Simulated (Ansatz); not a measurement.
# SnO2: the cost of one run

Computed with Ansatz 0.2.0 (DFT LDA, scalar-relativistic, plane waves, PAW, unless a step's input says otherwise).

1 further run of the same task is left out (set aside as unsound or not needed).

## 1. Starting point

The structure is tetragonal, space group I4_1/amd (No. 141). Conventional cell: a = 3.972 Å, b = 3.972 Å, c = 10.180 Å, α = 90.00°, β = 90.00°, γ = 90.00°. Sn (site symmetry -4m2) is surrounded by 6 O at 2.04 to 2.07 Å. Around O (site symmetry 2mm) lie 3 Sn at 2.04 to 2.07 Å.

Coordinates:

```cif
data_structure
_symmetry_space_group_name_H-M 'I4_1/amd:1'
_symmetry_Int_Tables_number 141
_cell_length_a 3.9722
_cell_length_b 3.9722
_cell_length_c 10.1803
_cell_angle_alpha 90.000
_cell_angle_beta 90.000
_cell_angle_gamma 90.000
_cell_volume 160.63
loop_
_atom_site_label
_atom_site_type_symbol
_atom_site_symmetry_multiplicity
_atom_site_Wyckoff_symbol
_atom_site_fract_x
_atom_site_fract_y
_atom_site_fract_z
_atom_site_occupancy
Sn1 Sn 4 a 0.00000 0.50000 0.25000 1
O1 O 8 e 0.50000 0.50000 0.29700 1
```

It goes back to an entry of the Materials Project, which need not be the stable form.

It is the result of an earlier relaxation at this level (volume 13.39 Å³/atom; gap on the mesh: 1.73 eV).

## 2. Zero of energy

The reference gives a free energy of -13979.8204 eV, pressure -0.01 GPa, largest force 0.001 eV/Å and gap on the mesh 1.73 eV. It was computed beforehand with the settings of the runs below.

## 3. The disturbance

All atoms moved at random, sigma 0.15 Å a component. Displacements in the unstrained cell, with the mean shift removed:

```csv
atom,ux (Å),uy (Å),uz (Å)
Sn1,0.051,-0.079,-0.141
Sn2,-0.081,-0.036,0.197
O3,-0.126,-0.039,-0.282
O4,0.443,0.164,0.058
O5,-0.152,0.104,0.124
O6,-0.135,-0.114,0.044
```

## 4. The disturbed cell, one point

Input file input.yaml:

```yaml
crystal:
  lattice:
    - [-1.9861130375, 1.9861130375, 5.0901677907]
    - [1.9861130375, -1.9861130375, 5.0901677907]
    - [1.9861130375, 1.9861130375, -5.0901677907]
  atoms:
    - { symbol: Sn, position: [0.7162952211, 0.2489744281, 0.4930394627] }
    - { symbol: Sn, position: [0.0102619406, -0.0010665605, -0.0295279313] }
    - { symbol: O, position: [0.7594648176, 0.7375946404, -0.0415918248] }
    - { symbol: O, position: [0.9999803666, 0.5701337456, 0.6527934571] }
    - { symbol: O, position: [0.2412804862, 0.1770457394, -0.012099842] }
    - { symbol: O, position: [0.5227171679, 0.0173180069, 0.4373866784] }
basis:
  ecutwfc: 420
kpoints:
  mp_grid: { grid: [8, 8, 8] }
hamiltonian:
  xc: lda
scf:
  occupations: { method: gaussian, width: 0.05 }
output:
  forces: true
  stress: true
  eigenvalues: true
```

Started as:

```
$ ansatz run input.yaml --threads 2 --pin off --max-ram 5120MiB --backend cpu --events-out ev --progress --plain --runs-dir out
```

What time and memory should one allow on 2 threads of Oxide Virtual Turin-like (Zen 5), shared host?

About 22 s, with a peak of 0.74 GiB.
